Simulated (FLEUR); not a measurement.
Crystal: Li2Se.

```
CELL_PARAMETERS angstrom
0.00000 3.00250 3.00250
3.00250 0.00000 3.00250
3.00250 3.00250 0.00000
ATOMIC_POSITIONS crystal
Se 0.00000 0.00000 0.00000
Li 0.75000 0.75000 0.75000
Li 0.25000 0.25000 0.25000
```

Base run:

| Property | Result |
| --- | --- |
| Program | FLEUR MaX-R8.1 (later development tree) |
| Functional | r2SCAN |
| Potentials or basis | all-electron |
| Basis | FLAPW |
| Kmax | 4.1 1/bohr |
| k mesh | 8 × 8 × 8 |
| Occupations | fermi-dirac, width 0.05 eV |
| Spin | no spin polarisation |

Its results: band gap on the k mesh 3.45 eV, indirect (least direct gap 4.02 eV).

Question: The run is repeated on the same cell with these changes: functional from r2SCAN to PBEsol; muffin-tin radii from Se 2.58, Li 1.97 bohr to Se 2.5, Li 1.91 bohr. What comes out?

Answer: Band gap on the k mesh 2.84 eV, indirect (least direct gap 3.24 eV).

Caveats: the meta-GGA is that of a development version, with a GGA for the radial functions and cores and without core tails (some runs).

Not every run made on this cell is shown here.
